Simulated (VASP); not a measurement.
# I (Im-3m) in VASP: reference runs

Reference runs on I: the cell as given and a disturbed copy.

All numbers are computed with VASP 6.6.1; they aren't measurements. Logs are shortened: lines on timing, memory, paths and dates and some standing lists are left out, and cuts for length are marked.

## (1) The structure

It takes space group Im-3m (No. 229, cubic). Conventional cell: a = 4.179 Å, b = 4.179 Å, c = 4.179 Å, α = 90.00°, β = 90.00°, γ = 90.00°. I (site symmetry m-3m) is surrounded by 8 I at 3.62 Å.

The real solid is made of molecules; this cell is a model form.

## (2) Single point, PBE

Input file INCAR:

```
SYSTEM = I
ALGO     = Normal         ! electronic algorithm
EDIFF    = 1E-7           ! SCF threshold, eV
ENCUT    = 520            ! plane-wave cutoff, eV
GGA      = PE             ! functional
ISIF     = 2              ! what is computed and relaxed
ISMEAR   = -1             ! smearing method
LASPH    = .True.         ! aspherical terms in the spheres
LCHARG   = .False.        ! write CHGCAR
LREAL    = .False.        ! projectors in reciprocal space
LWAVE    = .False.        ! write WAVECAR
NBANDS   = 10             ! bands
NELM     = 100            ! most SCF steps
PREC     = Accurate       ! precision mode
SIGMA    = 0.05           ! smearing width, eV
```

Input file KPOINTS:

```
k-points
0
Gamma
  9 9 9
  0 0 0
```

Input file POSCAR:

```
I
1.0
   -2.0893754423      2.0893754423      2.0893754423
    2.0893754423     -2.0893754423      2.0893754423
    2.0893754423      2.0893754423     -2.0893754423
I
1
Direct
    0.0000000000      0.0000000000      0.0000000000
```

Potentials or basis: VASP PAW PBE potentials, release 64 (I).

Started as:

```
> cat potpaw_PBE.64/I/POTCAR > POTCAR
> mpirun -np 1 vasp_std > vasp.out
```

OUTCAR:

```text
SYSTEM = I
   EDIFF = 1E-7
   ENCUT = 520
   GGA = PE
   ISIF = 2
   ISMEAR = -1
   LASPH = .True.
   LREAL = .False.
   NELM = 100
   PREC = Accurate

 ion  position               nearest neighbor table
   1  0.000  0.000  0.000-

  LATTYP: Found a body centered cubic cell.
 ALAT       =     4.1787508846

  Lattice vectors:

 A1 = (  -2.0893754423,   2.0893754423,   2.0893754423)
 A2 = (   2.0893754423,  -2.0893754423,   2.0893754423)
 A3 = (   2.0893754423,   2.0893754423,  -2.0893754423)

Analysis of symmetry for initial positions (statically):
=====================================================================
 Subroutine PRICEL returns:
 Original cell was already a primitive cell.

 Routine SETGRP: Setting up the symmetry group for a
 body centered cubic supercell.

 Subroutine GETGRP returns: Found 48 space group operations
 (whereof 48 operations were pure point group operations)
 out of a pool of 48 trial point group operations.

The static configuration has the point symmetry O_h .

Analysis of symmetry for dynamics (positions and initial velocities):
=====================================================================
 Subroutine PRICEL returns:
 Original cell was already a primitive cell.

 Routine SETGRP: Setting up the symmetry group for a
 body centered cubic supercell.

 Subroutine GETGRP returns: Found 48 space group operations
 (whereof 48 operations were pure point group operations)
 out of a pool of 48 trial point group operations.

The dynamic configuration has the point symmetry O_h .

 Subroutine INISYM returns: Found 48 space group operations
 (whereof 48 operations are pure point group operations),
 and found     1 'primitive' translations

----------------------------------------------------------------------------------------

                                     Primitive cell

  volume of cell :      36.4846

  direct lattice vectors                    reciprocal lattice vectors
    -2.089375442  2.089375442  2.089375442     0.000000000  0.239305962  0.239305962
     2.089375442 -2.089375442  2.089375442     0.239305962  0.000000000  0.239305962
     2.089375442  2.089375442 -2.089375442     0.239305962  0.239305962  0.000000000

  length of vectors
     3.618904422  3.618904422  3.618904422     0.338429737  0.338429737  0.338429737

  position of ions in fractional coordinates (direct lattice)
     0.000000000  0.000000000  0.000000000

  ion indices of the primitive-cell ions
   primitive index   ion index
                 1           1

----------------------------------------------------------------------------------------

 KPOINTS: k-points

Automatic generation of k-mesh.
 Grid dimensions read from file:
 generate k-points for:    9    9    9

 Generating k-lattice:

  Cartesian coordinates                     Fractional coordinates (reciprocal lattice)
     0.000000000  0.026589551  0.026589551     0.111111111  0.000000000  0.000000000
     0.026589551  0.000000000  0.026589551     0.000000000  0.111111111  0.000000000
     0.026589551  0.026589551  0.000000000     0.000000000  0.000000000  0.111111111

  Length of vectors
     0.037603304  0.037603304  0.037603304

  Shift w.r.t. Gamma in fractional coordinates (k-lattice)
     0.000000000  0.000000000  0.000000000

 Subroutine IBZKPT returns following result:
 ===========================================

 Found     35 irreducible k-points:

 Following reciprocal coordinates:
            Coordinates               Weight
  0.000000  0.000000  0.000000      1.000000
  0.111111  0.000000  0.000000     12.000000
  0.222222  0.000000  0.000000     12.000000
  0.333333  0.000000  0.000000     12.000000
  0.444444  0.000000  0.000000     12.000000
  0.111111  0.111111  0.000000     24.000000
[... 16 lines left out ...]
 -0.333333  0.444444  0.111111     48.000000
 -0.444444 -0.444444  0.111111     24.000000
 [... further k-points ...]
   k-points           NKPTS =     35   k-points in BZ     NKDIM =     35   number of bands    NBANDS=     10
   number of dos      NEDOS =    301   number of ions     NIONS =      1
   total plane-waves  NPLWV =  21952
   dimension x,y,z NGX =    28 NGY =   28 NGZ =   28
   dimension x,y,z NGXF=    56 NGYF=   56 NGZF=   56
   ions per type =               1
   NGX,Y,Z   is equivalent  to a cutoff of  12.86, 12.86, 12.86 a.u.
   NGXF,Y,Z  is equivalent  to a cutoff of  25.73, 25.73, 25.73 a.u.
 SYSTEM =  I
   PREC   = accura    normal or accurate (medium, high low for compatibility)
   ISTART =      0    job   : 0-new  1-cont  2-samecut
   ICHARG =      2    charge: 1-file 2-atom 10-const
   ISPIN  =      1    spin polarized calculation?
   LNONCOLLINEAR =      F non collinear calculations
   LSORBIT =      F    spin-orbit coupling
   LASPH  =      T    aspherical Exc in radial PAW
   ENCUT  =  520.0 eV  38.22 Ry    6.18 a.u.   6.73  6.73  6.73*2*pi/ulx,y,z
   NELM   =    100;   NELMIN=  2; NELMDL= -5     # of ELM steps
   EDIFF  = 0.1E-06   stopping-criterion for ELM
   LREAL  =      F    real-space projection
   EDIFFG = 0.1E-05   stopping-criterion for IOM
   NSW    =      0    number of steps for IOM
   IBRION =     -1    ionic relax: 0-MD 1-quasi-New 2-CG
   NFREE  =      0    steps in history (QN), initial steepest desc. (CG)
   ISIF   =      2    stress and relaxation
   ISYM   =      2    0-nonsym 1-usesym 2-fastsym
   POTIM  = 0.5000    time-step for ionic-motion
   TEBEG  =    0.0;   TEEND  =   0.0 temperature during run
   PSTRESS=    0.0 pullay stress
   NELECT =       7.0000    total number of electrons
   NUPDOWN=      -1.0000    fix difference up-down
   EMIN   =  10.00;   EMAX   =-10.00  energy-range for DOS
   EFERMI =   0.00;   METHOD = LEGACY
   ISMEAR =    -1;   SIGMA  =   0.05  broadening in eV -4-tet -1-fermi 0-gaus
   EFERMI_NEDOS =   21; number of points for ismear=-14 and -15
   IALGO  =     38    algorithm
   IMIX   =      4    mixing-type and parameters
     AMIX     =   0.40;   BMIX     =  1.00
     AMIX_MAG =   1.60;   BMIX_MAG =  1.00
  volume/ion in A,a.u.               =      36.48       246.21
  Fermi-wavevector in a.u.,A,eV,Ry     =   0.944215  1.784308 12.130172  0.891543
  Thomas-Fermi vector in A             =   2.071998
   LORBIT       =      0    0 simple, 1 ext, 2 COOP (PROOUT), +10 PAW based schemes
   GGA     = PE    functional components
   LHFCALC =     F    Hartree Fock is set to
   AEXX    =    0.0000 exact exchange contribution
   IVDW    =     0    specifies the selected vdW correction
   LEPSILON=     F    determine dielectric tensor
   LRPA    =     F    only Hartree local field effects (RPA)
 non-spin polarized calculation
  energy-cutoff  :      520.00
  volume of cell :       36.48
 maximum number of plane-waves:      1000
   NGX = 13   NGY = 13   NGZ = 13

 number of electron       7.0000000 magnetization

 Free energy of the ion-electron system (eV)
  ---------------------------------------------------
  ext. energy  EPLUGINS =         0.00000000
  ---------------------------------------------------
  free energy    TOTEN  =        -1.05004284 eV

  energy without entropy =       -1.03033489  energy(sigma->0) =       -1.04018886

 E-fermi :   4.0914     XC(G=0):  -8.9187

 val. band max:        4.0896703150   @ k =  -0.4444   0.4444   0.1111
 cond. band min:       4.1388118639   @ k =   0.2222   0.0000   0.0000
 fundamental gap:      0.0491415489
 Fermi energy:         4.0914079496

 k-point     1 :       0.0000    0.0000    0.0000
  band No.  band energies     occupation
      1      -9.1822      2.00000
      2       4.8910      0.00000
      3       4.8910      0.00000
      4       4.8910      0.00000
      5      10.9359      0.00000
      6      13.8674      0.00000
      7      13.8674      0.00000
      8      13.8674      0.00000
      9      16.1016      0.00000
     10      16.1016      0.00000

 k-point     2 :       0.1111    0.0000    0.0000
  band No.  band energies     occupation
      1      -9.0550      2.00000
      2       4.0511      1.38225
      3       4.6560      0.00002
      4       4.8571      0.00000
      5      11.5875      0.00000
      6      13.2861      0.00000
      7      13.5438      0.00000
      8      14.4665      0.00000
      9      15.2731      0.00000
     10      15.5893      0.00000

 k-point     3 :       0.2222    0.0000    0.0000
  band No.  band energies     occupation
      1      -8.7028      2.00000
      2       2.4111      2.00000
      3       4.1388      0.55854
      4       4.7685      0.00000
      5      11.3211      0.00000
      6      12.3874      0.00000
      7      14.2116      0.00000
      8      15.3811      0.00000
      9      15.9821      0.00000
     10      16.0672      0.00000

 k-point     4 :       0.3333    0.0000    0.0000
  band No.  band energies     occupation
      1      -8.2325      2.00000
      2       0.8728      2.00000
      3       3.6442      1.99974
      4       4.6635      0.00002
      5      10.4285      0.00000
      6      11.7100      0.00000
      7      15.5007      0.00000
      8      15.7627      0.00000
      9      17.6781      0.00000
     10      18.3365      0.00000
[... 222 lines left out ...]
 k-point    22 :      -0.4444    0.4444    0.1111
  band No.  band energies     occupation
      1      -7.7732      2.00000
      2       0.0779      2.00000
      3       3.0864      2.00000
      4       4.0897      1.01737
      5      10.4770      0.00000
      6      12.0124      0.00000
      7      14.1395      0.00000
      8      15.4205      0.00000
      9      19.9060      0.00000
     10      20.6886      0.00000

 k-point    23 :      -0.3333    0.4444    0.1111
  band No.  band energies     occupation
      1      -7.7877      2.00000
      2       0.6044      2.00000
      3       2.4793      2.00000
      4       3.9440      1.90033
      5      11.0854      0.00000
      6      12.0500      0.00000
      7      13.9512      0.00000
      8      15.2524      0.00000
      9      17.9510      0.00000
     10      20.9024      0.00000

 k-point    24 :      -0.4444   -0.4444    0.1111
  band No.  band energies     occupation
      1      -7.6068      2.00000
      2       0.2336      2.00000
      3       2.2566      2.00000
      4       3.9362      1.91415
      5      10.8968      0.00000
      6      12.3742      0.00000
      7      13.5436      0.00000
      8      14.8684      0.00000
      9      20.0024      0.00000
     10      21.2622      0.00000

 [... further k-points ...]

------------------------ aborting loop because EDIFF is reached ----------------------------------------

  FORCE on cell =-STRESS in cart. coord.  units (eV):
  Direction    XX          YY          ZZ          XY          YZ          ZX
  --------------------------------------------------------------------------------------
  -------------------------------------------------------------------------------------
  Total       -0.0403263     -0.0403263     -0.0403263      0.0000000      0.0000000      0.0000000
  in kB       -1.7708800     -1.7708800     -1.7708800      0.0000000      0.0000000      0.0000000
  external PRESSURE =      -1.7708800 kB  Pullay stress =       0.0000000 kB

 VOLUME and BASIS-vectors are now :
 -----------------------------------------------------------------------------
  energy-cutoff  :      520.00
  volume of cell :       36.48
      direct lattice vectors                 reciprocal lattice vectors
    -2.089375442  2.089375442  2.089375442     0.000000000  0.239305962  0.239305962
     2.089375442 -2.089375442  2.089375442     0.239305962  0.000000000  0.239305962
     2.089375442  2.089375442 -2.089375442     0.239305962  0.239305962  0.000000000

 POSITION                                       TOTAL-FORCE (eV/Angst)
 -----------------------------------------------------------------------------------
      0.00000      0.00000      0.00000        -0.000000      0.000000     -0.000000
 -----------------------------------------------------------------------------------
    total drift:                                0.000000      0.000000     -0.000000

  FREE ENERGIE OF THE ION-ELECTRON SYSTEM (eV)
  ---------------------------------------------------
  free  energy   TOTEN  =        -1.0500428411 eV

  energy  without entropy=       -1.0303348867  energy(sigma->0) =       -1.04018886
```

It took 4.5 s on 1 thread of AMD EPYC 9R45 (Zen 5), shared host; peak memory 0.13 GiB.

What came out:

```yaml
Free_energy: -1.0500 eV
Pressure: -0.2 GPa
Band_gap_on_the_k_mesh: none (metal or under the smearing width)
```

Caveat: an odd number of electrons without spin polarisation forces a metal; a magnetic or distorted state may lie lower.

## (3) Single point, PBE (cell strained at random at fixed volume)

Input file INCAR:

```
ALGO = Normal ; EDIFF = 1E-7
ENCUT = 520 ; GGA = PE
ISIF = 2 ; ISMEAR = -1
LASPH = True ; LCHARG = True
LELF = True ; LREAL = False
LVHAR = True ; LWAVE = False
NBANDS = 10 ; NELM = 80
PREC = Accurate ; SIGMA = 0.05
```

Input file KPOINTS:

```
k-points
0
Gamma
  9 9 9
```

Input file POSCAR:

```
I
1.0
   -2.0560280000      2.0834200000      2.1449540000
    2.0432770000     -2.0539350000      2.1027180000
    2.0826600000      2.0805670000     -2.1154690000
I
1
Direct
    0.0076730000      0.0098910000      0.0055040000
```

Potentials or basis: VASP PAW PBE potentials, release 64 (I).

Started as:

```
> cat potpaw_PBE.64/I/POTCAR > POTCAR
> mpirun -np 1 vasp_std > vasp.out
```

Run time: 42 s. Hardware: 1 thread of AMD EPYC 9R45 (Zen 5), shared host; peak memory 0.22 GiB.

Results (log left out):

- Free energy: -1.0528 eV
- Pressure: -0.2 GPa
- Band gap on the k mesh: none (metal or under the smearing width)

Stress tensor (GPa, compression positive):
```
-0.22  0.74 -0.41
 0.74 -0.23  0.80
-0.41  0.80 -0.20
```

Levels at points of the mesh, in eV from the Fermi level:
```tsv
k point	band 2	band 3	band 4	band 5	band 6	band 7
(0.00, 0.00, 0.00)	0.74	0.78	0.87	6.84	9.57	9.75
```

Caveat: an odd number of electrons without spin polarisation forces a metal; a magnetic or distorted state may lie lower. The run has no spin-orbit coupling, so splittings on I are missing.
